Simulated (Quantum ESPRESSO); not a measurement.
## Magnetic state of CuWO4 from several starts

A self-consistent run ends on one state, which hangs on the start. Several orders of CuWO4 are started in Quantum ESPRESSO and their energies compared.

Calculated with Quantum ESPRESSO 7.5; PBEsol with U = 6 eV on Cu d (ortho-atomic projectors); plane waves with GBRV 1.5 PBEsol potentials, no spin-orbit coupling.

**1. Set-up**

The cell holds 12 atoms: 2 Cu, 2 W and 8 O. Cell: a = 4.696 Å, b = 4.874 Å, c = 5.829 Å, α = 88.4°, β = 82.8°, γ = 87.6°.

The cell comes from the Crystallography Open Database.

**2. Run 1 (ferro ++)**

The signs are those of the starting moments on the seeded atoms, the atoms that are given a moment.

File pw.in:

```
&CONTROL
  calculation = 'scf'
  prefix = 'pwscf'
  outdir = './tmp'
  pseudo_dir = './pseudo'
  disk_io = 'nowf'
/
&SYSTEM
  ibrav = 0
  celldm(1) = 8
  nat = 12
  ntyp = 3
  ecutwfc = 40
  ecutrho = 280
  nbnd = 74
  occupations = 'smearing'
  smearing = 'fd'
  degauss = 0.00367493
  nspin = 2
  starting_magnetization(1) = 0.0526
  starting_magnetization(2) = 0
  starting_magnetization(3) = 0
/
&ELECTRONS
  conv_thr = 2.4d-08
  electron_maxstep = 150
  mixing_beta = 0.3
/
ATOMIC_SPECIES
Cu     63.5460 cu_pbesol_v1.2.uspp.F.UPF
W     183.8400 w_pbesol_v1.2.uspp.F.UPF
O      15.9990 o_pbesol_v1.2.uspp.F.UPF
CELL_PARAMETERS alat
   1.1093637214616    0.0000000000000    0.0000000000000
   0.0490111256506    1.1501774026444    0.0000000000000
   0.1728010651790    0.0318361699831    1.3655729172783
ATOMIC_POSITIONS crystal
Cu      0.4962000000    0.7638000000    0.6621000000
Cu      0.5038000000    0.2362000000    0.3379000000
W       0.0166000000    0.7330000000    0.1745000000
W       0.9834000000    0.2670000000    0.8255000000
O       0.2481000000    0.5829000000    0.3556000000
O       0.7519000000    0.4171000000    0.6444000000
O       0.2243000000    0.5676000000    0.8769000000
O       0.7757000000    0.4324000000    0.1231000000
O       0.7293000000    0.9044000000    0.3859000000
O       0.2707000000    0.0956000000    0.6141000000
O       0.7845000000    0.9488000000    0.9036000000
O       0.2155000000    0.0512000000    0.0964000000
K_POINTS automatic
4 4 4 0 0 0
HUBBARD {ortho-atomic}
U Cu-3d 6.0000
```

The run is started by

```console
$ OMP_NUM_THREADS=1 mpirun -n 4 pw.x -nk 4 -in pw.in > pw.out
```

The log of the run:

```text
Program PWSCF v.7.5 starts

     Message from routine setup:
     using ibrav=0 with symmetry is DISCOURAGED, use correct ibrav instead

     K-points division:     npool     =       4
     Subspace diagonalization in iterative solution of the eigenvalue problem:

     G-vector sticks info
     --------------------
     sticks:   dense  smooth     PW     G-vecs:    dense   smooth      PW
     Sum        1821    1039    307                70665    30509    4859

     Using Slab Decomposition

     bravais-lattice index     =            0
     lattice parameter (alat)  =       8.0000  a.u.
     unit-cell volume          =     892.1208 (a.u.)^3
     number of atoms/cell      =           12
     number of atomic types    =            3
     number of electrons       =       114.00
     number of Kohn-Sham states=           74
     kinetic-energy cutoff     =      40.0000  Ry
     charge density cutoff     =     280.0000  Ry
     scf convergence threshold =      2.4E-08
     mixing beta               =       0.3000
     number of iterations used =            8  plain     mixing
     Exchange-correlation= SLA  PW   PSX  PSC
                           (   1   4  10   8   0   0   0)
     Hubbard projectors: ortho-atomic
     Hubbard parameters of DFT+U (Dudarev formulation) in eV:
     U(Cu-3d) =  6.0000

     Internal variables: lda_plus_u =T, lda_plus_u_kind = 0

     Internal variables: orbital_resolved =F, hub_pot_fix =F, apply_U = F

     celldm(1)=   8.000000  celldm(2)=   0.000000  celldm(3)=   0.000000
     celldm(4)=   0.000000  celldm(5)=   0.000000  celldm(6)=   0.000000

     crystal axes: (cart. coord. in units of alat)
               a(1) = (   1.109364   0.000000   0.000000 )
               a(2) = (   0.049011   1.150177   0.000000 )
               a(3) = (   0.172801   0.031836   1.365573 )

     reciprocal axes: (cart. coord. in units 2 pi/alat)
               b(1) = (  0.901418 -0.038411 -0.113171 )
               b(2) = (  0.000000  0.869431 -0.020269 )
               b(3) = (  0.000000  0.000000  0.732293 )

     PseudoPot. # 1 for Cu read from file:
     cu_pbesol_v1.2.uspp.F.UPF
     Pseudo is Ultrasoft + core correction, Zval = 19.0
     Generated by new atomic code, or converted to UPF format
     Using radial grid of  867 points,  6 beta functions with:
                l(1) =   0
                l(2) =   0
                l(3) =   1
                l(4) =   1
                l(5) =   2
                l(6) =   2
     Q(r) pseudized with  8 coefficients,  rinner =    1.150   1.150   1.150
                                                       1.150   1.150

     PseudoPot. # 2 for W  read from file:
     w_pbesol_v1.2.uspp.F.UPF
     Pseudo is Ultrasoft + core correction, Zval = 14.0
     Generated by new atomic code, or converted to UPF format
     Using radial grid of  923 points,  8 beta functions with:
                l(1) =   0
                l(2) =   0
                l(3) =   0
                l(4) =   1
                l(5) =   1
                l(6) =   2
                l(7) =   2
                l(8) =   3
     Q(r) pseudized with  6 coefficients,  rinner =    1.350   1.350   1.350
                                                       1.350   1.350   1.350
                                                       1.350

     PseudoPot. # 3 for O  read from file:
     o_pbesol_v1.2.uspp.F.UPF
     Pseudo is Ultrasoft + core correction, Zval =  6.0
     Generated by new atomic code, or converted to UPF format
     Using radial grid of  737 points,  5 beta functions with:
                l(1) =   0
                l(2) =   0
                l(3) =   1
                l(4) =   1
                l(5) =   2
     Q(r) pseudized with  8 coefficients,  rinner =    0.900   0.900   0.900
                                                       0.900   0.900

     atomic species   valence    mass     pseudopotential
     Cu               19.00    63.54600     Cu( 1.00)
     W                14.00   183.84000     W ( 1.00)
     O                 6.00    15.99900     O ( 1.00)

     Starting magnetic structure
     atomic species   magnetization
     Cu              0.053
     W               0.000
     O               0.000

      2 Sym. Ops., with inversion, found

   Cartesian axes

     site n.     atom                  positions (alat units)
         1        Cu     tau(   1) = (   0.7023126   0.8995842   0.9041458  )
         2        Cu     tau(   2) = (   0.6288634   0.2824293   0.4614271  )
         3        W      tau(   3) = (   0.0844944   0.8486354   0.2382925  )
         4        W      tau(   4) = (   1.2466815   0.3333781   1.1272804  )
         5        O      tau(   5) = (   0.3652498   0.6817594   0.4855977  )
         6        O      tau(   6) = (   0.9659261   0.5002542   0.8799752  )
         7        O      tau(   7) = (   0.4281783   0.6807578   1.1974709  )
         8        O      tau(   8) = (   0.9029977   0.5012557   0.1681020  )
         9        O      tau(   9) = (   0.9200686   1.0525060   0.5269746  )
        10        O      tau(  10) = (   0.4111074   0.1295076   0.8385983  )
        11        O      tau(  11) = (   1.0729406   1.1200555   1.2339317  )
        12        O      tau(  12) = (   0.2582353   0.0619581   0.1316412  )

     number of k points=    36  Fermi-Dirac smearing, width (Ry)=  0.0037
                       cart. coord. in units 2pi/alat
        k(    1) = (   0.0000000   0.0000000   0.0000000), wk =   0.0156250
        k(    2) = (   0.0000000   0.0000000   0.1830733), wk =   0.0312500
        k(    3) = (   0.0000000   0.0000000  -0.3661467), wk =   0.0156250
        k(    4) = (   0.0000000   0.2173578  -0.0050674), wk =   0.0312500
        k(    5) = (   0.0000000   0.2173578   0.1780060), wk =   0.0312500
        [... 31 further k-points ...]

     Dense  grid:    70665 G-vectors     FFT dimensions: (  48,  50,  60)

     Smooth grid:    30509 G-vectors     FFT dimensions: (  36,  40,  45)

     Check: negative core charge=   -0.000002
     Generating pointlists ...
     new r_m :   0.1879 (alat units)  1.5030 (a.u.) for type    1
     new r_m :   0.1690 (alat units)  1.3519 (a.u.) for type    2
     new r_m :   0.1690 (alat units)  1.3519 (a.u.) for type    3

     Initial potential from superposition of free atoms

     starting charge     111.7994, renormalised to     114.0000

     negative rho (up, down):  6.400E-02 6.400E-02

     STARTING HUBBARD OCCUPATIONS:

     =================== HUBBARD OCCUPATIONS ===================
     ------------------------ ATOM    1 ------------------------
     Tr[ns(  1)] (up, down, total) =   5.00000  3.00000  8.00000
     Atomic magnetic moment for atom   1 =   2.00000
     [... lines left out ...]
     ------------------------ ATOM    2 ------------------------
     Tr[ns(  2)] (up, down, total) =   5.00000  3.00000  8.00000
     Atomic magnetic moment for atom   2 =   2.00000
     [... lines left out ...]
     Number of occupied Hubbard levels =   16.0000

     Atomic wfc used for Hubbard projectors are orthogonalized

     Starting wfcs are   84 randomized atomic wfcs

     Self-consistent Calculation

     iteration #  1     ecut=    40.00 Ry     beta= 0.30
     Davidson diagonalization with overlap
     ethr =  1.00E-02,  avg # of iterations =  2.2

     =================== HUBBARD OCCUPATIONS ===================
     ------------------------ ATOM    1 ------------------------
     Tr[ns(  1)] (up, down, total) =   4.97109  4.55964  9.53072
     Atomic magnetic moment for atom   1 =   0.41145
     [... lines left out ...]
     ------------------------ ATOM    2 ------------------------
     Tr[ns(  2)] (up, down, total) =   4.97109  4.55964  9.53072
     Atomic magnetic moment for atom   2 =   0.41145
     [... lines left out ...]
     Number of occupied Hubbard levels =   19.0614

     negative rho (up, down):  6.283E-02 6.282E-02

     total energy              =   -1381.78284202 Ry
     estimated scf accuracy    <       5.22321568 Ry

     total magnetization       =     1.86 Bohr mag/cell
     absolute magnetization    =     1.92 Bohr mag/cell

     iteration #  2     ecut=    40.00 Ry     beta= 0.30
     Davidson diagonalization with overlap
     ethr =  4.58E-03,  avg # of iterations =  2.0

     negative rho (up, down):  6.343E-02 6.339E-02

     total energy              =   -1382.80836417 Ry
     estimated scf accuracy    <       0.90894501 Ry

     total magnetization       =     2.00 Bohr mag/cell
     absolute magnetization    =     2.06 Bohr mag/cell

     iteration #  3     ecut=    40.00 Ry     beta= 0.30
     Davidson diagonalization with overlap
     ethr =  7.97E-04,  avg # of iterations =  1.4

     negative rho (up, down):  6.358E-02 6.355E-02

     total energy              =   -1382.93816579 Ry
     estimated scf accuracy    <       0.12927607 Ry

     total magnetization       =     2.00 Bohr mag/cell
     absolute magnetization    =     2.07 Bohr mag/cell

     [... further iterations left out ...]

     iteration # 15     ecut=    40.00 Ry     beta= 0.30
     Davidson diagonalization with overlap
     ethr =  8.00E-10,  avg # of iterations =  1.5

     negative rho (up, down):  6.396E-02 6.392E-02

     total energy              =   -1382.96558734 Ry
     estimated scf accuracy    <       0.00000055 Ry

     total magnetization       =     2.00 Bohr mag/cell
     absolute magnetization    =     2.13 Bohr mag/cell

     iteration # 16     ecut=    40.00 Ry     beta= 0.30
     Davidson diagonalization with overlap
     ethr =  4.82E-10,  avg # of iterations =  2.0

     negative rho (up, down):  6.396E-02 6.392E-02

     total energy              =   -1382.96558844 Ry
     estimated scf accuracy    <       0.00000018 Ry

     total magnetization       =     2.00 Bohr mag/cell
     absolute magnetization    =     2.13 Bohr mag/cell

     iteration # 17     ecut=    40.00 Ry     beta= 0.30
     Davidson diagonalization with overlap
     ethr =  1.55E-10,  avg # of iterations =  2.0

     negative rho (up, down):  6.396E-02 6.392E-02

     total energy              =   -1382.96558901 Ry
     estimated scf accuracy    <       0.00000005 Ry

     total magnetization       =     2.00 Bohr mag/cell
     absolute magnetization    =     2.13 Bohr mag/cell

     iteration # 18     ecut=    40.00 Ry     beta= 0.30
     Davidson diagonalization with overlap
     ethr =  4.47E-11,  avg # of iterations =  2.0

     negative rho (up, down):  6.396E-02 6.392E-02

     Magnetic moment per site  (integrated on atomic sphere of radius R)
     atom   1 (R=0.188)  charge= 16.3274  magn=  0.7423
     atom   2 (R=0.188)  charge= 16.3274  magn=  0.7423
     atom   3 (R=0.169)  charge=  7.3974  magn=  0.0096
     atom   4 (R=0.169)  charge=  7.3974  magn=  0.0096
     atom   5 (R=0.169)  charge=  4.8364  magn=  0.0395
     atom   6 (R=0.169)  charge=  4.8364  magn=  0.0395
     atom   7 (R=0.169)  charge=  4.8409  magn=  0.0423
     atom   8 (R=0.169)  charge=  4.8409  magn=  0.0423
     atom   9 (R=0.169)  charge=  4.8142  magn=  0.0995
     atom  10 (R=0.169)  charge=  4.8142  magn=  0.0995
     atom  11 (R=0.169)  charge=  4.7931  magn=  0.0168
     atom  12 (R=0.169)  charge=  4.7931  magn=  0.0168

     End of self-consistent calculation

     =================== HUBBARD OCCUPATIONS ===================
     ------------------------ ATOM    1 ------------------------
     Tr[ns(  1)] (up, down, total) =   4.94342  4.20608  9.14950
     Atomic magnetic moment for atom   1 =   0.73734
     [... lines left out ...]
     ------------------------ ATOM    2 ------------------------
     Tr[ns(  2)] (up, down, total) =   4.94342  4.20608  9.14950
     Atomic magnetic moment for atom   2 =   0.73734
     [... lines left out ...]
     Number of occupied Hubbard levels =   18.2990

     [... lines left out ...]
     the Fermi energy is     9.9989 ev

!    total energy              =   -1382.96558907 Ry
     estimated scf accuracy    <       0.00000002 Ry
     smearing contrib. (-TS)   =      -0.00000000 Ry
     internal energy E=F+TS    =   -1382.96558907 Ry

     The total energy is F=E-TS. E is the sum of the following terms:
     one-electron contribution =    -857.93005281 Ry
     hartree contribution      =     485.83484926 Ry
     xc contribution           =    -216.09648572 Ry
     ewald contribution        =    -794.90885157 Ry
     Hubbard energy            =       0.13495177 Ry

     total magnetization       =     2.00 Bohr mag/cell
     absolute magnetization    =     2.13 Bohr mag/cell

     convergence has been achieved in  18 iterations

=------------------------------------------------------------------------------=
   JOB DONE.
=------------------------------------------------------------------------------=
```

It took 2.6 min on 4 MPI ranks of Intel Xeon Platinum 8375C at 2.90GHz (Ice Lake), shared host; peak memory 1.3 GiB.

Spin moment in the atom's sphere by atom:

```
atom  spin moment in the atom's sphere (μB)
 Cu1                                  0.742
 Cu2                                  0.742
  W3                                  0.010
  W4                                  0.010
  O5                                  0.040
  O6                                  0.040
  O7                                  0.042
  O8                                  0.042
  O9                                  0.100
 O10                                  0.100
 O11                                  0.017
 O12                                  0.017
```

Read from the output:

```
smearing term TS       : 4.46e-8 eV
magnetization          : 2 μB
absolute magnetization : 2.126 μB
final state            : ferromagnetic
```

Spin density in the ab plane at fractional z = 0.356, with atoms of Cu and O within 0.2 Å of it.

Values in e/Å³, 14 rows by 14 columns, each cell a mean:
```
0.0 0.0 0.0 0.0 0.0 0.0 0.0 0.0 0.0 0.1 0.2 0.1 0.0 0.0
0.0 0.0 0.0 0.0 0.0 0.0 0.0 0.0 0.0 0.1 0.1 0.1 0.0 0.0
0.0 0.0 0.0 0.0 0.0 0.0 0.0 0.0 0.0 0.0 0.0 0.0 0.0 0.0
0.0 0.0 0.0 0.0 0.0 0.0 0.0 0.0 0.0 0.0 0.0 0.0 0.0 0.0
0.0 0.0 0.0 0.0 0.0 0.0 0.0 0.0 0.0 0.0 0.0 0.0 0.0 0.0
0.0 0.0 0.0 0.1 0.1 0.0 0.0 0.0 0.0 0.0 0.0 0.0 0.0 0.0
0.0 0.0 0.0 0.1 0.1 0.0 0.0 0.0 0.0 0.0 0.0 0.0 0.0 0.0
0.0 0.0 0.0 0.0 0.0 0.0 0.0 0.0 0.0 0.0 0.0 0.0 0.0 0.0
0.0 0.0 0.0 0.0 0.0 0.1 0.2 0.1 0.0 0.0 0.0 0.0 0.0 0.0
0.0 0.0 0.0 0.0 0.0 0.1 1.1 0.7 0.1 0.0 0.0 0.0 0.0 0.0
0.0 0.0 0.0 0.0 0.0 0.1 1.5 2.3 0.5 0.0 0.0 0.0 0.0 0.0
0.0 0.0 0.0 0.0 0.0 0.1 0.5 1.0 0.7 0.1 0.0 0.0 0.0 0.0
0.0 0.0 0.0 0.0 0.0 0.0 0.0 0.1 0.1 0.0 0.0 0.0 0.0 0.0
0.0 0.0 0.0 0.0 0.0 0.0 0.0 0.0 0.0 0.0 0.1 0.0 0.0 0.0
```
Columns run along a (4.7 Å), rows up along b (4.9 Å). Atoms in or near the plane, at fractional coordinates: Cu at (0.50, 0.24), O at (0.25, 0.58), O at (0.73, 0.90).

Valence density in the ab plane at fractional z = 0.356, with atoms of Cu and O within 0.2 Å of it. It is the smooth field of the valence electrons, not physical close to the nuclei.

Ten steps, logarithmic in the rise over the least value, from '0' (0 e/Å³) to '9' (51 e/Å³), each cell a mean:
```
00000000245421
00000000245431
10000000123321
11222100011111
12344200000000
12455310000000
01354210000000
00122111000000
00001123210000
00001378520000
00001489730000
00000367520000
00000123211100
00000001123210
```
Columns run along a (4.7 Å), rows up along b (4.9 Å). Atoms in or near the plane, at fractional coordinates: Cu at (0.50, 0.24), O at (0.25, 0.58), O at (0.73, 0.90).

[end of part 1 of 3]

[Logs and program files are shortened in this print: banners, set-up blocks, solver, clock and traceback lines can be left out without a mark of their own.]

[Logs are printed without paths, hosts, clocks, repeated set-up lines and the standing remarks that a program may print on its own settings, such as how far it seeks lower states.]

[Hosts, paths, dates, database ids (printed as entryN), source tags and the programs' standing remarks are cut or masked in the printed files.]

[Where a cell is said to come from a database of computed structures, the database is the Materials Project.]
